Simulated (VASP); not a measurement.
A run of VASP 6.6.1 is set up as follows.

File INCAR:

```
SYSTEM = Bi
PREC = Accurate
ENCUT = 520
EDIFF = 1E-6
ISMEAR = -1
SIGMA = 0.1
LREAL = .False.
LASPH = .True.
NELM = 60
ALGO = Normal
ISIF = 2
LWAVE = .False.
LCHARG = .True.
GGA = RP
LELF = .True.
LVHAR = .True.
NBANDS = 14
```

KPOINTS

```
Automatic mesh
0
Gamma
  16 16 16
  0 0 0
```

The input POSCAR:

```
Bi
1.0
    3.3087903349      0.0000000000      0.0000000000
    0.0000000000      3.3087903349      0.0000000000
    0.0000000000      0.0000000000      3.3087903349
Bi
1
Direct
    0.0000000000      0.0000000000      0.0000000000
```

Potentials or basis: VASP PAW PBE potentials, release 64 (Bi_d).

Run with:

```sh
$ cat potpaw_PBE.64/Bi_d/POTCAR > POTCAR
$ mpirun -np 1 vasp_std > vasp.out
```

(1) Predict the band gap on the k mesh.

(2) Predict the pressure.

## Answers

(1) none (metal or under the smearing width).

(2) -0.1 GPa.

Caveat: the PAW data sets were made with another functional, which shifts forces and pressure a little; spin-orbit coupling is left out, which moves the levels of the heavy elements.
